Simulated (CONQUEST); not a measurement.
## Te2Mo under changes of volume

One of the cells (24.965 Å³/atom); the others are scaled copies at fixed shape and fractional positions:

```
CELL_PARAMETERS angstrom
3.51820 0.00000 0.00000
0.00000 6.09370 0.00000
0.00000 0.00000 13.97360
ATOMIC_POSITIONS crystal
Te 0.00000 0.33333 0.62100
Te 0.50000 0.83333 0.62100
Te 0.00000 0.66667 0.12100
Te 0.50000 0.16667 0.12100
Te 0.00000 0.33333 0.87900
Te 0.50000 0.83333 0.87900
Te 0.00000 0.66667 0.37900
Te 0.50000 0.16667 0.37900
Mo 0.00000 0.33333 0.25000
Mo 0.50000 0.83333 0.25000
Mo 0.00000 0.66667 0.75000
Mo 0.50000 0.16667 0.75000
```

| Property | Result |
| --- | --- |
| Program | CONQUEST 1.3 |
| Functional | PBEsol |
| Potentials or basis | PseudoDojo NC PBEsol, DZP, grid of 36 × 60 × 144 points |
| k mesh | 4 × 3 × 1 |
| Occupations | fermi-dirac, width 0.05 eV |
| Spin | no spin polarisation |

```csv
volume (Å³/atom),energy over the lowest point (meV/atom),pressure (GPa),gap on the mesh (eV),largest force (eV/Å)
23.467,?,?,?,?
23.966,27.74,6.6,0.77,0.934
24.466,11.08,4.0,0.78,0.599
24.965,2.01,1.8,0.80,0.293
25.464,0.00,-0.5,0.81,0.008
25.963,4.67,-2.5,0.82,0.280
26.463,15.04,-4.1,0.83,0.520
```

What does the run at 23.467 Å³/atom give?

Energy over the lowest point 53.22 meV/atom; pressure 9.7 GPa; gap on the mesh 0.75 eV; largest force 1.305 eV/Å.

Worked out: A Birch-Murnaghan fit of order 3 (a polynomial in V^(-2/3)) to the other rows has its minimum at 25.36 Å³/atom with B0 = V·E''(V) = 107 GPa and B' = 3.3 at fixed shape and positions, which overstates the stiffness. It gives 52.83 meV/atom at 23.467 Å³/atom, against the run's 53.22, and -dE/dV = 9.5 GPa, against 9.7. A straight line through the other rows of the gap, of slope 0.621 eV per unit of ln V, extrapolates to 0.76 eV, against the run's 0.75.

Energies are extrapolated to zero smearing.

Caveats: all runs use coarse meshes; spin-orbit coupling is left out, which moves the levels of the heavy elements; an odd mesh through Γ misses points on the zone boundary, where band edges often lie; this functional lacks dispersion, which binds the layers, so the pressure and a relaxed spacing across them are unreliable; the basis of atomic orbitals isn't converged, which shifts pressures, moduli and gaps; forces of over 1 eV/Å show positions far from the minimum, so gaps and moduli don't describe the material at rest (some runs).
